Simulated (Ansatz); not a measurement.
# V: equation of state with PBE

Crystal: V.

```
CELL_PARAMETERS angstrom
2.60429 0.00000 0.00000
-1.30215 2.25538 0.00000
0.00000 0.00000 4.72334
ATOMIC_POSITIONS crystal
V 0.33333 0.66667 0.25000
V 0.66667 0.33333 0.75000
```

This isn't the form of V at room conditions, which is bcc.

```json
{"Program": "Ansatz 0.2.0", "Task": "equation of state", "Functional": "PBE", "Potentials or basis": "Ansatz PAW", "Cutoff": "420 eV", "Density cutoff": "1680 eV", "k mesh": "12 × 12 × 6", "Occupations": "fermi-dirac, width 0.05 eV", "Spin": "collinear spin, ferromagnetic start", "Starting moments": "[2.0, 2.0] μB"}
```

The equilibrium volume is 13.83 Å³/atom and the bulk modulus at fixed shape and positions is 173 GPa. The pressure derivative of the bulk modulus is 3.9.

Energy against volume, from the lowest point:
```
volume (Å³/atom)  energy (meV/atom)
          13.039              26.72
          13.317              10.81
          13.594               2.14
          13.872               0.00
          14.149               3.80
          14.427              12.97
          14.704              26.99
```

All runs of the series together: 21 s on 2 threads of Arm Neoverse V2, on a shared host.

Caveat: the cell was scaled at fixed shape and fractional positions, which overstates the stiffness of a crystal with free parameters, most of all of layers and chains.
